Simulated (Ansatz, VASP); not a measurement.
Two plane-wave programs on Ti

```xyz
1
Lattice="0.0000 2.0300 2.2584 2.0300 0.0000 2.2584 2.0300 2.0300 0.0000" Properties=species:S:1:pos:R:3 pbc="T T T"
Ti    0.0000    0.0000    0.0000
```

Change from the starting cell: strain +0.1125 x Voigt [0, 0, 1, 0, 0, 0], atoms carried along.

Alike in both runs: task single point; functional LDA; k mesh 20 × 20 × 20; occupations gaussian, width 0.15 eV; no spin polarisation.

|  | VASP | Ansatz |
| --- | --- | --- |
| version | VASP 6.6.1 | Ansatz 0.2.0 |
| potentials or method | VASP PAW LDA potentials, release 64 (Ti_sv) | scalar-relativistic, plane waves, PAW |
| plane-wave cutoff (eV) | 520 | 420 |
| valence electrons in the cell | 12 | 12 |

```csv
,VASP,Ansatz,Ansatz less VASP
gap on the k mesh at the Fermi level (eV),none,none,-
pressure (GPa),-14.3,-14.2,+0.11
largest component of the traceless stress (GPa),1.92,1.94,+0.021
```

A gap of «none» marks a metal or a gap that the smearing closes.
